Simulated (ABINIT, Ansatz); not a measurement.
**SiC (P6_3mc): one start, several treatments of the self-energy**

How much does the gap of SiC (P6_3mc) depend on the approximation to the self-energy?

Program: ABINIT 10.8.3. Level of theory: PBE and many-body steps on it, plane waves. Results are calculated unless marked as measured.

**Experimental background.**

- Gap 3 eV: optical absorption onset, approximate; UV-Vis-NIR transmission; bulk crystal (400 micron semi-insulating 6H-SiC wafer) (“Effects of energetic ion irradiation on WSe2/SiC heterostructures”, 2017, pmc:5482891).

- Gap 3.02 eV: band gap at cryogenic temperature; bulk crystal (literature value) (quoted in “Silicon carbide diodes for neutron detection”, 2020, arxiv:2009.14696).

- Gap 3.03 eV: indirect gap, experimental literature value; quoted from earlier experiment; bulk crystal (quoted in “Charge spill-out and work function of few-layer graphene on SiC(0001)”, 2018, arxiv:1806.04908).

### Step 1. The structure

It takes space group P6_3mc (No. 186, hexagonal). Conventional cell: a = 3.077 Å, b = 3.077 Å, c = 15.098 Å, α = 90.00°, β = 90.00°, γ = 120.00°. Nearest to Si lie 4 C at 1.88 to 1.89 Å. Nearest to Si lie 4 C at 1.89 Å. Nearest to C lie 4 Si at 1.88 to 1.89 Å. Nearest to C lie 4 Si at 1.89 Å. Farther neighbours are not listed.

The cell and positions are those that the Materials Project relaxed with its own functionals (PBE, PBE+U or r2SCAN), kept fixed.

### Step 2. Empty states on the mesh, 6×6×1 mesh, 898 bands

This step: ABINIT 10.8.3; DFT, PBE, plane waves, norm-conserving pseudopotentials.

The sums over transitions need many empty states on a uniform mesh; this step solves for them.

File run.abi:

```
acell 3*1.0 Angstrom
rprim 
  3.076621010229 -0.000000000007 0.000000000000
  -1.538310505109 2.664431952678 0.000000000000
  0.000000000000 0.000000000000 15.098084320000
ntypat 2
znucl 14 6
natom 12
typat 1 1 1 1 1 1 2 2 2 2 2 2
xred 
  0.333333333333 0.666666666667 0.832986150000
  0.666666666667 0.333333333333 0.332986150000
  0.666666666667 0.333333333333 0.666500600000
  0.333333333333 0.666666666667 0.166500600000
  0.000000000000 0.000000000000 0.499729420000
  0.000000000000 0.000000000000 0.999729420000
  0.000000000000 0.000000000000 0.874366410000
  0.000000000000 0.000000000000 0.374366410000
  0.333333333333 0.666666666667 0.707996780000
  0.666666666667 0.333333333333 0.207996780000
  0.666666666667 0.333333333333 0.541521640000
  0.333333333333 0.666666666667 0.041521640000
pp_dirpath "pseudos"
pseudos "Si.upf, C.upf"
ecut 37
ngkpt 6 6 1
nshiftk 1
shiftk 0 0 0
kptopt 1
chksymbreak 0
iscf -2
irdden 1
istwfk *1
nband 898
nbdbuf 80
tolwfr 1e-09
nstep 60
prtvol 0
indata_prefix "in"
outdata_prefix "out"
tmpdata_prefix "tmp"
```

On the command line:

```console
OMP_NUM_THREADS=1 mpirun -n 16 abinit run.abi > log
```

Numbers of over 12 decimals in the logs are rounded to 6 here.

The log of the run:

```text
.Version 10.8.3 of ABINIT. v10.8.2 released Aug 2026.

 Symmetries : space group P6_3 m c (#186); Bravais hP (primitive hexag.)
[... echo of the input left out ...]
== DATASET  1 ==================================================================
-   mpi_nproc: 16, omp_nthreads: 1 (-1 if OMP is not activated)
-    --> not optimal distribution: autoparal keyword recommended in input file <--

--- !DatasetInfo
iteration_state: {dtset: 1, }
dimensions: {natom: 12, nkpt: 7, mband: 898, nsppol: 1, nspinor: 1, nspden: 1, mpw: 9054, }
cutoff_energies: {ecut:  37.0, pawecutdg:  -1.0, }
[...]
7.32284    7.32296    7.34936    7.35951    7.36509    7.36592    7.38991    7.39335
   7.40015    7.40174    7.40942    7.41539    7.43007    7.43567    7.43975    7.44490
   7.44878    7.45791
 prteigrs : prtvol=0 or 1, do not print more k-points.

== END DATASET(S) ==============================================================
================================================================================

 -outvars: echo values of variables after computation  --------
            nband         898
             nkpt           7
          spgroup         186
 [... the other variables as echoed above ...]

 Calculation completed.
```

Wall time 21 min (16 MPI ranks of AMD EPYC 7R43, shared host); peak memory 2.5 GiB; 5.7 h of CPU time.

This step gave:

- gap: 2.027 eV
- k of the valence top: 0, 0, 0
- k of the conduction bottom: 0.5, 0, 0
- least direct gap: 3.130 eV
- k points computed: 7
- lowest point of the top converged band, above the valence top: 181.4774 eV

On this mesh the gap is 2.027 eV.

The density comes from a self-consistent run that is not shown.

### Step 3. Screening, 6×6×1 mesh, 348 bands, screening to 176.9 eV

The RPA dielectric matrix is built and inverted for each q.

This step: RPA screening on PBE, plane waves, norm-conserving pseudopotentials.

Edit run.abi of step 2 so:

```diff
@@ -30,10 +30,11 @@
 chksymbreak 0
-iscf -2
-irdden 1
 istwfk *1
-nband 898
-nbdbuf 80
-tolwfr 1e-09
-nstep 60
-prtvol 0
+occopt 1
+irdwfk 1
+optdriver 3
+nband 348
+ecuteps 6.5
+inclvkb 2
+awtr 1
+symchi 1
 indata_prefix "in"
```

The log of the run:

```text
.Version 10.8.3 of ABINIT. v10.8.2 released Aug 2026.

 Symmetries : space group P6_3 m c (#186); Bravais hP (primitive hexag.)
[... echo of the input left out ...]
== DATASET  1 ==================================================================
-   mpi_nproc: 16, omp_nthreads: 1 (-1 if OMP is not activated)

--- !DatasetInfo
iteration_state: {dtset: 1, }
dimensions: {natom: 12, nkpt: 7, mband: 348, nsppol: 1, nspinor: 1, nspden: 1, mpw: 9054, }
cutoff_energies: {ecut:  37.0, pawecutdg:  -1.0, }
electrons: {nelect:   4.80000000E+01, charge:   0.00000000E+00, occopt:   1.00000000E+00, tsmear:   1.00000000E-02, }

 SCREENING: Calculation of the susceptibility and dielectric matrices

 Based on a program developped by R.W. Godby, V. Olevano, G. Onida, and L. Reining.
 Incorporated in ABINIT by V. Olevano, G.-M. Rignanese, and M. Torrent.
.Using double precision arithmetic ; gwpc =  8

[... cell and pseudopotentials left out ...]
--------------------------------------------------------------------------------

 ==== K-mesh for the wavefunctions ====
 Number of points in the irreducible wedge :     7
[... list of points left out ...]
 Together with 12 symmetry operations and time-reversal symmetry
 yields    36 points in the full Brillouin Zone.

 ==== Q-mesh for the screening function ====
 Number of points in the irreducible wedge :     7
[... list of points left out ...]
 Together with 12 symmetry operations and time-reversal symmetry
 yields    36 points in the full Brillouin Zone.

 setmesh: FFT mesh size selected  =    20x   20x  120
          total number of points  =        48000

 vcoul_init : cutoff-mode = AUXILIARY_FUNCTION
 q-points for optical limit:   1
     1)      0.000010    0.000020    0.000030

- screening: taking advantage of time-reversal symmetry
- Maximum band index for partially occupied states nbvw = 24
- Remaining bands to be divided among processors   nbcw = 324
- Number of bands treated by each node ~20

 Number of electrons calculated from density =   48.0000; Expected =   48.0000
 average of density, n =  0.057470
 r_s =    1.6075
 omega_plasma =   23.1248 [eV]

 calculating chi0 at frequencies [eV] :
  1    0.000000E+00    0.000000E+00
  2    0.000000E+00    2.312478E+01

--------------------------------------------------------------------------------
  q-point number  1        q = ( 0.000000, 0.000000, 0.000000) [r.l.u.]
--------------------------------------------------------------------------------
[... chi0 elements left out ...]
 For q-point:  0.000010 0.000020 0.000030
  dielectric constant =   6.9587
  dielectric constant without local fields =   7.6139

  Average fulfillment of the sum rule on Im[epsilon] for q-point    1 :     91.26  [%]
[... wings left out ...]
  q-point number  2        q = ( 0.166667, 0.000000, 0.000000) [r.l.u.]
--------------------------------------------------------------------------------
[... chi0 elements left out ...]
  Average fulfillment of the sum rule on Im[epsilon] for q-point    2 :     91.36  [%]

 [... 5 further q-points ...]
```

It took 2 min on 16 MPI ranks; peak memory 7.5 GiB; 31 min of CPU time.

Numbers from this step:

- ε∞ with local fields, on this mesh, along the program's q direction: 6.959
- the same without local fields: 7.614
- plasma frequency: 23.12 eV
- plane waves in the screening matrix: 675

Local fields lower ε∞ by 9 %. On a Γ-centred mesh this coarse the value itself is usually too large, while a short band sum pulls it down.

### Step 4. G0W0, Godby-Needs plasmon pole

The self-energy is evaluated for the states that the input lists, and the levels follow from it, in one-shot runs by the linearised quasiparticle equation.

This step: G0W0 on PBE, plane waves, norm-conserving pseudopotentials.

Edit run.abi of step 3 so:

```diff
@@ -33,8 +33,17 @@
 irdwfk 1
-optdriver 3
+optdriver 4
 nband 348
+gwcalctyp 0
+ecutsigx 37
+symsigma 1
+nkptgw 2
+kptgw 
+  0.0000000000 0.0000000000 0.0000000000
+  0.5000000000 0.0000000000 0.0000000000
+bdgw 
+  23 26
+  23 26
 ecuteps 6.5
-inclvkb 2
-awtr 1
-symchi 1
+irdscr 1
+ppmodel 1
 indata_prefix "in"
```

The log of the run:

```text
.Version 10.8.3 of ABINIT. v10.8.2 released Aug 2026.

 Symmetries : space group P6_3 m c (#186); Bravais hP (primitive hexag.)
[... echo of the input left out ...]
== DATASET  1 ==================================================================
-   mpi_nproc: 16, omp_nthreads: 1 (-1 if OMP is not activated)

--- !DatasetInfo
iteration_state: {dtset: 1, }
dimensions: {natom: 12, nkpt: 7, mband: 348, nsppol: 1, nspinor: 1, nspden: 1, mpw: 9054, }
cutoff_energies: {ecut:  37.0, pawecutdg:  -1.0, }
electrons: {nelect:   4.80000000E+01, charge:   0.00000000E+00, occopt:   1.00000000E+00, tsmear:   1.00000000E-02, }

 SIGMA: Calculation of the GW corrections

 Based on a program developped by R.W. Godby, V. Olevano, G. Onida, and L. Reining.
 Incorporated in ABINIT by V. Olevano, G.-M. Rignanese, and M. Torrent.
.Using double precision arithmetic ; gwpc =  8

[... cell and pseudopotentials left out ...]
--------------------------------------------------------------------------------

 ==== K-mesh for the wavefunctions ====
 Number of points in the irreducible wedge :     7
[... list of points left out ...]
 Together with 12 symmetry operations and time-reversal symmetry
 yields    36 points in the full Brillouin Zone.

 ==== Q-mesh for screening function ====
 Number of points in the irreducible wedge :     7
[... list of points left out ...]
 Together with 12 symmetry operations and time-reversal symmetry
 yields    36 points in the full Brillouin Zone.

 vcoul_init : cutoff-mode = AUXILIARY_FUNCTION
 q-points for optical limit:   1
     1)      0.000010    0.000020    0.000030
 setmesh: FFT mesh size selected  =    27x   27x  160
          total number of points  =       116640

 Number of electrons calculated from density =   48.0000; Expected =   48.0000
 average of density, n =  0.057470
 r_s =    1.6075
 omega_plasma =   23.1248 [eV]

 === KS Band Gaps ===
  >>>> For spin  1
   Minimum direct gap =   3.1302 [eV], located at k-point      :   0.5000  0.0000  0.0000
   Fundamental gap    =   2.0267 [eV], Top of valence bands at :   0.0000  0.0000  0.0000
                                       Bottom of conduction at :   0.5000  0.0000  0.0000
 SIGMA fundamental parameters:
 PLASMON POLE MODEL  1
 number of plane-waves for SigmaX                 8941
 number of plane-waves for SigmaC and W            675
 number of plane-waves for wavefunctions          8941
 number of bands                                   348
 number of independent spin polarizations            1
 number of spinorial components                      1
 number of k-points in IBZ                           7
 number of q-points in IBZ                           7
 number of symmetry operations                      12
 number of k-points in BZ                           36
 number of q-points in BZ                           36
 number of frequencies for dSigma/dE                 9
 frequency step for dSigma/dE [eV]                0.25
 number of omega for Sigma on real axis              0
 max omega for Sigma on real axis  [eV]           0.00
 zcut for avoiding poles [eV]                     0.10

 EPSILON^-1 parameters (SCR file):
 dimension of the eps^-1 matrix on file            675
 dimension of the eps^-1 matrix used               675
 number of plane-waves for wavefunctions          8941
 number of bands                                   348
 number of q-points in IBZ                           7
 number of frequencies                               2
 number of real frequencies                          1
 number of imag frequencies                          1

 matrix elements of self-energy operator (all in [eV])

 Perturbative Calculation

--- !SelfEnergy_ee
iteration_state: {dtset: 1, }
kpoint     : [   0.000,    0.000,    0.000, ]
spin       : 1
KS_gap     :    5.203
QP_gap     :    6.066
Delta_QP_KS:    0.864
data: !SigmaeeData |
     Band     E0 <VxcDFT>   SigX SigC(E0)      Z dSigC/dE  Sig(E)    E-E0       E
       23   6.915 -14.969 -17.624   2.118   0.793  -0.261 -15.395  -0.426   6.489
       24   6.915 -14.969 -17.624   2.118   0.793  -0.261 -15.395  -0.426   6.489
       25  12.118 -12.157  -6.935  -4.680   0.806  -0.241 -11.720   0.438  12.555
       26  12.288 -12.102  -6.844  -4.723   0.805  -0.242 -11.671   0.431  12.719

--- !SelfEnergy_ee
iteration_state: {dtset: 1, }
kpoint     : [   0.500,    0.000,    0.000, ]
spin       : 1
KS_gap     :    3.130
QP_gap     :    3.960
Delta_QP_KS:    0.830
data: !SigmaeeData |
     Band     E0 <VxcDFT>   SigX SigC(E0)      Z dSigC/dE  Sig(E)    E-E0       E
       23   5.248 -13.924 -17.012   2.318   0.791  -0.264 -14.533  -0.609   4.640
       24   5.811 -14.516 -17.634   2.396   0.790  -0.266 -15.087  -0.571   5.241
       25   8.942 -10.944  -6.767  -3.860   0.817  -0.224 -10.685   0.259   9.201
       26   9.134 -10.790  -6.503  -3.970   0.818  -0.222 -10.530   0.260   9.394

== END DATASET(S) ==============================================================
================================================================================

 -outvars: echo values of variables after computation  --------
           etotal      0.0000000000E+00
            nband         348
             nkpt           7
          spgroup         186
 [... the other variables as echoed above ...]

 Calculation completed.
```

Wall time 42 s (16 MPI ranks); peak memory 7.1 GiB; 11 min of CPU time.

This step gave:

```yaml
g0w0_gap_on_the_points_computed: 2.712 eV
starting_gap_on_the_mesh: 2.027 eV
k_of_the_valence_top: 0, 0, 0
k_of_the_conduction_bottom: 0.5, 0, 0
z_at_the_valence_top: 0.793
z_at_the_conduction_bottom: 0.817
least_direct_g0w0_gap_on_the_computed_points: 3.960 eV
```

The gap on the mesh goes from 2.03 eV to 2.71 eV, a correction of +0.69 eV.

### Step 5. G0W0, Hybertsen-Louie plasmon pole

Edit run.abi of step 4 so:

```diff
@@ -47,3 +47,3 @@
 irdscr 1
-ppmodel 1
+ppmodel 2
 indata_prefix "in"
```

The log of the run:

```text
.Version 10.8.3 of ABINIT. v10.8.2 released Aug 2026.

 Symmetries : space group P6_3 m c (#186); Bravais hP (primitive hexag.)
[... echo of the input left out ...]
== DATASET  1 ==================================================================
-   mpi_nproc: 16, omp_nthreads: 1 (-1 if OMP is not activated)

--- !DatasetInfo
iteration_state: {dtset: 1, }
dimensions: {natom: 12, nkpt: 7, mband: 348, nsppol: 1, nspinor: 1, nspden: 1, mpw: 9054, }
cutoff_energies: {ecut:  37.0, pawecutdg:  -1.0, }
electrons: {nelect:   4.80000000E+01, charge:   0.00000000E+00, occopt:   1.00000000E+00, tsmear:   1.00000000E-02, }

 SIGMA: Calculation of the GW corrections

 Based on a program developped by R.W. Godby, V. Olevano, G. Onida, and L. Reining.
 Incorporated in ABINIT by V. Olevano, G.-M. Rignanese, and M. Torrent.
.Using double precision arithmetic ; gwpc =  8

[... cell and pseudopotentials left out ...]
--------------------------------------------------------------------------------

 ==== K-mesh for the wavefunctions ====
 Number of points in the irreducible wedge :     7
[... list of points left out ...]
 Together with 12 symmetry operations and time-reversal symmetry
 yields    36 points in the full Brillouin Zone.

 ==== Q-mesh for screening function ====
 Number of points in the irreducible wedge :     7
[... list of points left out ...]
 Together with 12 symmetry operations and time-reversal symmetry
 yields    36 points in the full Brillouin Zone.

 vcoul_init : cutoff-mode = AUXILIARY_FUNCTION
 q-points for optical limit:   1
     1)      0.000010    0.000020    0.000030
 setmesh: FFT mesh size selected  =    27x   27x  160
          total number of points  =       116640

 Number of electrons calculated from density =   48.0000; Expected =   48.0000
[...]
number of omega for Sigma on real axis              0
 max omega for Sigma on real axis  [eV]           0.00
 zcut for avoiding poles [eV]                     0.10

 EPSILON^-1 parameters (SCR file):
 dimension of the eps^-1 matrix on file            675
 dimension of the eps^-1 matrix used               675
 number of plane-waves for wavefunctions          8941
 number of bands                                   348
 number of q-points in IBZ                           7
 number of frequencies                               2
 number of real frequencies                          1
 number of imag frequencies                          1

 matrix elements of self-energy operator (all in [eV])

 Perturbative Calculation

--- !SelfEnergy_ee
iteration_state: {dtset: 1, }
kpoint     : [   0.000,    0.000,    0.000, ]
spin       : 1
KS_gap     :    5.203
QP_gap     :    6.145
Delta_QP_KS:    0.942
data: !SigmaeeData |
     Band     E0 <VxcDFT>   SigX SigC(E0)      Z dSigC/dE  Sig(E)    E-E0       E
       23   6.915 -14.969 -17.624   1.794   0.817  -0.224 -15.672  -0.703   6.212
       24   6.915 -14.969 -17.624   1.794   0.817  -0.224 -15.672  -0.703   6.212
       25  12.118 -12.157  -6.935  -4.934   0.828  -0.208 -11.918   0.239  12.357
[...]
--- !SelfEnergy_ee
iteration_state: {dtset: 1, }
kpoint     : [   0.500,    0.000,    0.000, ]
spin       : 1
KS_gap     :    3.130
QP_gap     :    4.036
Delta_QP_KS:    0.905
data: !SigmaeeData |
     Band     E0 <VxcDFT>   SigX SigC(E0)      Z dSigC/dE  Sig(E)    E-E0       E
[...]
25   8.942 -10.944  -6.767  -4.123   0.836  -0.196 -10.899   0.045   8.987
       26   9.134 -10.790  -6.503  -4.229   0.837  -0.195 -10.741   0.049   9.183

== END DATASET(S) ==============================================================
================================================================================

 -outvars: echo values of variables after computation  --------
           etotal      0.0000000000E+00
            nband         348
             nkpt           7
          spgroup         186
 [... the other variables as echoed above ...]

 Calculation completed.
```

The job ended after 71 s (16 MPI ranks; peak memory 6.4 GiB).

Numbers from this step:

| Property | Result |
| --- | --- |
| G0W0 gap on the points computed | 2.775 eV |
| starting gap on the mesh | 2.027 eV |
| k of the valence top | 0, 0, 0 |
| k of the conduction bottom | 0.5, 0, 0 |
| Z at the valence top | 0.817 |
| Z at the conduction bottom | 0.836 |
| least direct G0W0 gap on the computed points | 4.036 eV |

Against G0W0 in ABINIT (6×6×1 mesh, 348 bands, screening to 176.9 eV, Godby-Needs plasmon pole), the gap moves by +0.063 eV.

### Step 6. G0W0, von der Linden-Horsch plasmon pole

Edit run.abi of step 5 so:

```diff
@@ -47,3 +47,3 @@
 irdscr 1
-ppmodel 2
+ppmodel 3
 indata_prefix "in"
```

The log of the run:

```text
.Version 10.8.3 of ABINIT. v10.8.2 released Aug 2026.

 Symmetries : space group P6_3 m c (#186); Bravais hP (primitive hexag.)
[... echo of the input left out ...]
== DATASET  1 ==================================================================
-   mpi_nproc: 16, omp_nthreads: 1 (-1 if OMP is not activated)

--- !DatasetInfo
iteration_state: {dtset: 1, }
dimensions: {natom: 12, nkpt: 7, mband: 348, nsppol: 1, nspinor: 1, nspden: 1, mpw: 9054, }
cutoff_energies: {ecut:  37.0, pawecutdg:  -1.0, }
[...]
Band     E0 <VxcDFT>   SigX SigC(E0)      Z dSigC/dE  Sig(E)    E-E0       E
[...]
25   8.942 -10.944  -6.767  -4.230   0.843  -0.186 -10.989  -0.045   8.897
       26   9.134 -10.790  -6.503  -4.345   0.844  -0.185 -10.838  -0.049   9.085

== END DATASET(S) ==============================================================
================================================================================

 -outvars: echo values of variables after computation  --------
           etotal      0.0000000000E+00
            nband         348
             nkpt           7
          spgroup         186
 [... the other variables as echoed above ...]

 Calculation completed.
```

The job ended after 52 s (16 MPI ranks; peak memory 5.5 GiB).

This step gave:

- G0W0 gap on the points computed: 2.677 eV
- starting gap on the mesh: 2.027 eV
- k of the valence top: 0, 0, 0
- k of the conduction bottom: 0.5, 0, 0
- least direct G0W0 gap on the computed points: 3.956 eV

Against G0W0 in ABINIT (6×6×1 mesh, 348 bands, screening to 176.9 eV, Godby-Needs plasmon pole), the gap moves by −0.035 eV.

(Part 1 of 2 ends here.)

[Paths, hosts, dates, memory and timing lines, banners, echoed tables and standing remarks are left out of the program output.]

[Logs are printed without paths, hosts, clocks, repeated set-up lines and the standing remarks that a program may print on its own settings, such as how far it seeks lower states.]

[Runs of the session that timed out or met a known fault of the program may be left out.]

[Hosts, paths, dates, database ids (printed as entryN), source tags and the programs' standing remarks are cut or masked in the printed files.]

[G0W0 gaps are taken among the corrected bands and points alone; a level outside them can change the order at an edge.]

[Where Ansatz stands beside ABINIT at settings called matched, ABINIT's density can come from a denser mesh and the files from another edition; pairs whose starting gaps differed by over 0.03 eV were left out, so agreement reads better than it is.]
